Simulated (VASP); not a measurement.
# In (P6_3/mmc) in VASP: a series of runs

One crystal, In, is run at these levels: PBE; tasks: single point.

All numbers are computed with VASP 6.6.1; they aren't measurements. Logs are shortened: lines on timing, memory, paths and dates and some standing lists are left out, and cuts for length are marked.

## 1. The structure

The structure is hexagonal, space group P6_3/mmc (No. 194). Conventional cell: a = 3.335 Å, b = 3.335 Å, c = 5.509 Å, α = 90.00°, β = 90.00°, γ = 120.00°. In (site symmetry -6m2) is surrounded by 12 In at 3.34 to 3.36 Å.

This isn't the form of In at room conditions, which is tetragonal.

## 2. Single point, PBE

Contents of INCAR:

```
  PREC = Accurate
  ENCUT = 500
  EDIFF = 1E-6
  ISMEAR = 1
  SIGMA = 0.2
  LREAL = False
  LASPH = True
  NELM = 100
  ALGO = Normal
  ISIF = 2
  LWAVE = False
  LCHARG = False
  GGA = PE
  NBANDS = 20
  ADDGRID = False
```

Contents of KPOINTS:

```
regular mesh
0
Gamma
  10 10 5
```

Contents of POSCAR:

```
In
1.0
    3.3354847820      0.0000000000      0.0000000000
   -1.6677423910      2.8886145552      0.0000000000
    0.0000000000      0.0000000000      5.5091429200
In
2
Direct
    0.6666666667      0.3333333333      0.7500000000
    0.3333333333      0.6666666667      0.2500000000
```

Potentials or basis: VASP PAW PBE potentials, release 64 (In_d).

Started as:

```bash
> cat potpaw_PBE.64/In_d/POTCAR > POTCAR
> mpirun -np 1 vasp_std > vasp.out
```

OUTCAR:

```text
PREC = Accurate
   ENCUT = 500
   EDIFF = 1E-6
   ISMEAR = 1
   LREAL = False
   LASPH = True
   NELM = 100
   ISIF = 2
   GGA = PE

 Found     42 irreducible k-points:

 Following reciprocal coordinates:
            Coordinates               Weight
  0.000000  0.000000  0.000000      1.000000
  0.100000  0.000000  0.000000      6.000000
  0.200000  0.000000  0.000000      6.000000
  0.300000  0.000000  0.000000      6.000000
  0.400000  0.000000  0.000000      6.000000
  0.500000  0.000000  0.000000      3.000000
   k-points           NKPTS =     42   k-points in BZ     NKDIM =     42   number of bands    NBANDS=     20
   number of dos      NEDOS =    301   number of ions     NIONS =      2
   total plane-waves  NPLWV =  23040
   dimension x,y,z NGX =    24 NGY =   24 NGZ =   40
   dimension x,y,z NGXF=    48 NGYF=   48 NGZF=   80
   ions per type =               2
   NGX,Y,Z   is equivalent  to a cutoff of  11.96, 11.96, 12.07 a.u.
   NGXF,Y,Z  is equivalent  to a cutoff of  23.92, 23.92, 24.14 a.u.
 SYSTEM =  unknown system
   PREC   = accura    normal or accurate (medium, high low for compatibility)
   ISTART =      0    job   : 0-new  1-cont  2-samecut
   ICHARG =      2    charge: 1-file 2-atom 10-const
   ISPIN  =      1    spin polarized calculation?
   LNONCOLLINEAR =      F non collinear calculations
   LSORBIT =      F    spin-orbit coupling
   LASPH  =      T    aspherical Exc in radial PAW
   ENCUT  =  500.0 eV  36.75 Ry    6.06 a.u.   6.08  6.08 10.04*2*pi/ulx,y,z
   NELM   =    100;   NELMIN=  2; NELMDL= -5     # of ELM steps
   EDIFF  = 0.1E-05   stopping-criterion for ELM
[... 18 lines left out ...]
     AMIX     =   0.40;   BMIX     =  1.00
     AMIX_MAG =   1.60;   BMIX_MAG =  1.00
  volume/ion in A,a.u.               =      26.54       179.10
  Fermi-wavevector in a.u.,A,eV,Ry     =   1.290491  2.438675 22.658704  1.665368
  Thomas-Fermi vector in A             =   2.422320
   LORBIT       =      0    0 simple, 1 ext, 2 COOP (PROOUT), +10 PAW based schemes
   GGA     = PE    functional components
[... 5 lines left out ...]
 non-spin polarized calculation
 Methfessel and Paxton  Order N= 1 SIGMA  =   0.20
  energy-cutoff  :      500.00
  volume of cell :       53.08
 maximum number of plane-waves:      1364
   NGX = 13   NGY = 13   NGZ = 21

 number of electron      25.9999972 magnetization

 Free energy of the ion-electron system (eV)
  ---------------------------------------------------
  ext. energy  EPLUGINS =         0.00000000
  ---------------------------------------------------
  free energy    TOTEN  =        -5.09626267 eV

  energy without entropy =       -5.09317666  energy(sigma->0) =       -5.09523400

 E-fermi :   7.3617     XC(G=0): -10.1871

 val. band max:        7.3479499404   @ k =   0.3000   0.1000   0.4000
 cond. band min:       7.4332264364   @ k =   0.3000   0.0000   0.2000
 fundamental gap:      0.0852764960
 Fermi energy:         7.3616995900

 k-point     1 :       0.0000    0.0000    0.0000
  band No.  band energies     occupation
      1      -7.3234      2.00000
      2      -7.2691      2.00000
      3      -7.2380      2.00000
      4      -7.2380      2.00000
      5      -7.2115      2.00000
      6      -7.2115      2.00000
      7      -7.1429      2.00000
      8      -7.1429      2.00000
      9      -6.9652      2.00000
     10      -6.9652      2.00000
     11      -2.0866      2.00000
     12       2.9246      2.00000
     13       4.0079      2.00000
     14      15.7483      0.00000
     15      15.7483      0.00000
     16      17.5552      0.00000
     17      17.5552      0.00000
     18      17.6537      0.00000
     19      18.2512      0.00000
     20      18.7309      0.00000

 k-point     2 :       0.1000    0.0000    0.0000
  band No.  band energies     occupation
      1      -7.3144      2.00000
      2      -7.2728      2.00000
      3      -7.2241      2.00000
      4      -7.2103      2.00000
      5      -7.2069      2.00000
      6      -7.1852      2.00000
      7      -7.1582      2.00000
      8      -7.1537      2.00000
      9      -6.9870      2.00000
     10      -6.9617      2.00000
     11      -1.8926      2.00000
     12       3.0893      2.00000
     13       4.2334      2.00000
     14      13.6484      0.00000
     15      14.7890      0.00000
     16      16.4694      0.00000
     17      17.6157      0.00000
     18      18.1206      0.00000
     19      18.3022      0.00000
     20      19.5028      0.00000

 k-point     3 :       0.2000    0.0000    0.0000
  band No.  band energies     occupation
      1      -7.3441      2.00000
      2      -7.2472      2.00000
      3      -7.2209      2.00000
      4      -7.2026      2.00000
      5      -7.1799      2.00000
      6      -7.1470      2.00000
      7      -7.1373      2.00000
      8      -7.1152      2.00000
      9      -7.0375      2.00000
     10      -6.9547      2.00000
     11      -1.3043      2.00000
     12       3.5931      2.00000
     13       4.8921      2.00000
     14      10.6263     -0.00000
     15      13.4575      0.00000
     16      14.7309      0.00000
     17      16.1395      0.00000
     18      16.3453      0.00000
     19      17.6188      0.00000
     20      18.8555      0.00000

 k-point     4 :       0.3000    0.0000    0.0000
  band No.  band energies     occupation
      1      -7.3946      2.00000
      2      -7.2654      2.00000
      3      -7.2647      2.00000
      4      -7.2094      2.00000
      5      -7.1696      2.00000
      6      -7.0880      2.00000
      7      -7.0629      2.00000
      8      -7.0464      2.00000
      9      -7.0259      2.00000
     10      -6.9489      2.00000
     11      -0.3119      2.00000
     12       4.4459      2.00000
     13       5.9350      2.00000
     14       7.8057     -0.00738
     15      12.1546      0.00000
     16      12.3861      0.00000
     17      13.7558      0.00000
     18      15.4527      0.00000
     19      16.6288      0.00000
     20      18.2818      0.00000

 k-point     5 :       0.4000    0.0000    0.0000
  band No.  band energies     occupation
      1      -7.4352      2.00000
      2      -7.3204      2.00000
      3      -7.2880      2.00000
      4      -7.2317      2.00000
      5      -7.1243      2.00000
      6      -7.1217      2.00000
      7      -6.9944      2.00000
      8      -6.9725      2.00000
      9      -6.9509      2.00000
     10      -6.9457      2.00000
     11       1.0787      2.00000
     12       4.9327      2.00000
     13       6.0710      2.00000
     14       7.2639      1.72811
     15       9.6878     -0.00000
     16      11.5727      0.00000
     17      11.7028      0.00000
     18      15.0284      0.00000
     19      15.9234      0.00000
     20      17.7320      0.00000

 k-point     6 :       0.5000    0.0000    0.0000
  band No.  band energies     occupation
      1      -7.4505      2.00000
      2      -7.3419      2.00000
      3      -7.2975      2.00000
      4      -7.2399      2.00000
      5      -7.1335      2.00000
      6      -7.1074      2.00000
      7      -6.9684      2.00000
      8      -6.9448      2.00000
      9      -6.9443      2.00000
     10      -6.9216      2.00000
     11       2.5500      2.00000
     12       3.2643      2.00000
     13       7.4641      0.24661
     14       7.6985     -0.03850
     15       8.2761     -0.00000
     16      10.2740     -0.00000
     17      11.4683      0.00000
     18      14.8950      0.00000
     19      15.6753      0.00000
     20      17.5405      0.00000

 [... further k-points ...]

------------------------ aborting loop because EDIFF is reached ----------------------------------------

  FORCE on cell =-STRESS in cart. coord.  units (eV):
  Direction    XX          YY          ZZ          XY          YZ          ZX
  --------------------------------------------------------------------------------------
  -------------------------------------------------------------------------------------
  Total        0.2306670      0.2306670      0.9723711     -0.0000000      0.0000000      0.0000000
  in kB        6.9624705      6.9624705     29.3501301     -0.0000000      0.0000000      0.0000000
  external PRESSURE =      14.4250237 kB  Pullay stress =       0.0000000 kB

 VOLUME and BASIS-vectors are now :
 -----------------------------------------------------------------------------
  energy-cutoff  :      500.00
  volume of cell :       53.08
      direct lattice vectors                 reciprocal lattice vectors
     3.335484782  0.000000000  0.000000000     0.299806495  0.173093360  0.000000000
    -1.667742391  2.888614555  0.000000000     0.000000000  0.346186721  0.000000000
     0.000000000  0.000000000  5.509142920     0.000000000  0.000000000  0.181516438

 POSITION                                       TOTAL-FORCE (eV/Angst)
 -----------------------------------------------------------------------------------
      1.66774      0.96287      4.13186         0.000000     -0.000000      0.000000
     -0.00000      1.92574      1.37729        -0.000000      0.000000      0.000000
 -----------------------------------------------------------------------------------
    total drift:                                0.000000     -0.000000      0.000000

  FREE ENERGIE OF THE ION-ELECTRON SYSTEM (eV)
  ---------------------------------------------------
  free  energy   TOTEN  =        -5.0962626668 eV

  energy  without entropy=       -5.0931766616  energy(sigma->0) =       -5.09523400
```

Wall time 12 s (1 thread of Intel Xeon 6975P-C (Granite Rapids), shared host); peak memory 0.17 GiB.

The run converged, but some of its settings lie outside the range that counts as converged, so its numbers aren't taken as properties of the crystal.

Results:

```yaml
Free_energy: -5.0963 eV
Pressure: 1.4 GPa
Band_gap_on_the_k_mesh: none (metal or under the smearing width)
```

## 3. Single point, PBE

Changes to INCAR since step 2:

```diff
@@ -1,3 +1,3 @@
   PREC = Accurate
-  ENCUT = 500
+  ENCUT = 400
   EDIFF = 1E-6
```

Contents of KPOINTS:

```
regular mesh
0
Gamma
  11 11 6
```

POSCAR is that of step 2.

Potentials or basis: VASP PAW PBE potentials, release 64 (In_d).

Started as:

```bash
> cat potpaw_PBE.64/In_d/POTCAR > POTCAR
> mpirun -np 1 vasp_std > vasp.out
```

Wall time 13 s (1 thread of Intel Xeon 6975P-C (Granite Rapids), shared host); peak memory 0.17 GiB.

These settings aren't checked as converged: the numbers below hold their error.

Results:

```
Free energy            : -5.1072 eV
Pressure               : 1.5 GPa
Band gap on the k mesh : none (metal or under the smearing width)
```

## 4. The reference run

An earlier run on the cell as given: functional PBEsol; potentials or basis VASP PAW PBE potentials, release 64 (In_d); cutoff 520 eV; k mesh 9 × 9 × 5; occupations fermi-dirac, width 0.05 eV; no spin polarisation.

* Pressure: -1.4 GPa
* Band gap on the k mesh: none (metal or under the smearing width)
